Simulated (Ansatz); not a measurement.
# CoSi2: the cost of one run

Program: Ansatz 0.2.0. Level of theory: DFT PBE, scalar-relativistic, plane waves, PAW. These are calculated values, not measurements.

1 further run of the same task is left out (for a known fault of the program). Runs told in other sessions of the task aren't counted.

## 1. The structure to begin with

The structure is cubic, space group Fm-3m (No. 225). The conventional cell has a = 5.360 Å, b = 5.360 Å, c = 5.360 Å, α = 90.00°, β = 90.00°, γ = 90.00°. Co (site symmetry m-3m) is surrounded by 8 Si at 2.32 Å. Si (site symmetry -43m) is surrounded by 4 Co at 2.32 Å.

As a file:

```cif
data_structure
_symmetry_space_group_name_H-M 'Fm-3m'
_symmetry_Int_Tables_number 225
_cell_length_a 5.3604
_cell_length_b 5.3604
_cell_length_c 5.3604
_cell_angle_alpha 90.000
_cell_angle_beta 90.000
_cell_angle_gamma 90.000
_cell_volume 154.02
loop_
_atom_site_label
_atom_site_type_symbol
_atom_site_symmetry_multiplicity
_atom_site_Wyckoff_symbol
_atom_site_fract_x
_atom_site_fract_y
_atom_site_fract_z
_atom_site_occupancy
Co1 Co 4 a 0.00000 0.00000 0.00000 1
Si1 Si 8 c 0.25000 0.75000 0.75000 1
```

This cell was relaxed beforehand with the same method: volume 12.84 Å³/atom, gap on the mesh none (metal).

## 2. What is varied

The energy is mapped over a normal mode and a strain (zone-centre modes of the cell shown) (x along [1 0 0], y along [0 1 0], z along [0 0 1] of the conventional cell).

First coordinate, amplitude of mode 6 (328 cm⁻¹), largest displacement in the unstrained cell: 9 values from −0.164 Å. Second coordinate, strain +e along z and -e/2 along x and y: 7 values from −7.00 %.

Nothing else is relaxed (the pattern is fixed in fractional coordinates). Energies count from the relaxed high-symmetry cell. Points are written as (first, second).

The modes come from a phonon run on the reference cell, made beforehand.

Displacement patterns for an amplitude of 1 (Å):

| atom | x1 | y1 | z1 |
| --- | --- | --- | --- |
| Co1 | 0.000 | 0.000 | 0.000 |
| Si2 | 0.000 | 0.000 | 1.000 |
| Si3 | 0.000 | 0.000 | -1.000 |

## 3. The run at (−0.164 Å, −7.00 %)

Input file input.yaml:

```yaml
crystal:
  lattice:
    - [0.0, 2.7739825456, 2.4925640265]
    - [2.7739825456, 0.0, 2.4925640265]
    - [2.7739825456, 2.7739825456, 0.0]
  atoms:
    - { symbol: Co, position: [0.0, 0.0, 0.0] }
    - { symbol: Si, position: [0.2194049986, 0.2194049986, 0.2805950014] }
    - { symbol: Si, position: [0.7805950014, 0.7805950014, 0.7194049986] }
basis:
  ecutwfc: 520.0
kpoints:
  mp_grid: { grid: [12, 12, 12] }
hamiltonian:
  xc: pbe
  pseudopotentials: { kind: paw, azcp: { folder: soft_1 } }
scf:
  occupations: { method: gaussian, width: 0.15 }
output:
  forces: true
  stress: true
  eigenvalues: true
```

On the command line:

```bash
ansatz run input.yaml --threads 2 --pin off --max-ram 4096MiB --backend cpu --events-out ev --progress --plain --runs-dir out
```

What time and memory should one allow on 2 threads of Arm Neoverse N1, shared host?

About 13 s, with a peak of 0.47 GiB.
